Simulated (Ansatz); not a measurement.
A crystal relaxed with r2SCAN in the PAW code Ansatz has space group P6_3mc (No. 186) and a = 4.165 Å, c = 6.766 Å.

| atom | site | x | y | z |
| --- | --- | --- | --- | --- |
| Xx | 2b | 0.3333 | 0.6667 | 0.9990 |
| S | 2b | 0.3333 | 0.6667 | 0.3760 |

r2SCAN gives a direct gap of 1.63 eV at Γ. With HSE06 the gap is 2.19 eV and direct, at Γ. Meshes: r2SCAN 12×12×4, HSE06 6×6×4.

Problem. Which element is Xx?
A. Cd
B. Hg
C. Mg
D. Zn

Solution. A. Xx is Cd: CdS (started from an entry of an open crystallographic database). Cd is surrounded by 4 S at 2.54–2.55 Å; S is surrounded by 4 Cd at 2.54–2.55 Å.

Calculated for a static, non-magnetic cell.

Spin-orbit coupling is left out.

The meshes of the hybrids are coarse, so their gaps aren't converged to the digits shown.
